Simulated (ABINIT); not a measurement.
InP: single point with r2SCAN

**Measured values to compare with.**

From a printed reference work, data compilation, for a bulk crystal of InP at 1.6 K: band gap 1.4236 eV (direct).

The system is InP.

```
In P
1.0
     0.00000    2.93050    2.93050
     2.93050    0.00000    2.93050
     2.93050    2.93050    0.00000
In P
1 1
Direct
  0.00000 0.00000 0.00000
  0.75000 0.75000 0.75000
```

```
Program             : ABINIT 10.8.3 (patched build)
Task                : single point
Functional          : r2SCAN
Potentials or basis : JTH PAW PBE v2.0
Cutoff              : 653 eV
k mesh              : 6 × 6 × 6
Occupations         : fermi-dirac, width 0.05 eV
Spin                : no spin polarisation
```

- Pressure: 1.7 GPa
- Band gap on the k mesh: 1.13 eV, direct
- Valence electrons inside the program's atomic spheres: In 11.22; P 1.58

Levels at points of the mesh, in eV from the valence-band top:
| k point | band 6 | band 7 | band 8 | band 9 | band 10 | band 11 | band 12 | band 13 |
| --- | --- | --- | --- | --- | --- | --- | --- | --- |
| (0.00, 0.00, 0.00) | -12.02 | 0.00 | 0.00 | 0.00 | 1.13 | 4.43 | 4.43 | 4.43 |
| (0.50, 0.00, 0.00) | -10.21 | -5.90 | -1.02 | -1.02 | 1.85 | 5.16 | 5.16 | 7.54 |
| (0.50, 0.50, 0.00) | -9.53 | -5.89 | -2.42 | -2.42 | 2.01 | 2.55 | 9.87 | 10.28 |

Run time: 59 s on 1 thread of Intel(R) Xeon(R) Platinum 8375C CPU @ 2.90GHz (Ice Lake), with other jobs on the host, peak memory 0.15 GiB.

Against the measured gap of InP, 1.4236 eV (direct; 1.6 K; a printed reference work, data compilation), the calculated 1.13 eV is off by -0.29 eV. Spin-orbit coupling on In is left out. The value is that of r2SCAN, without temperature or zero-point motion.

Caveat: the PAW data sets were made with another functional, which shifts forces and pressure a little; spin-orbit coupling is left out, which moves the levels of the heavy elements.
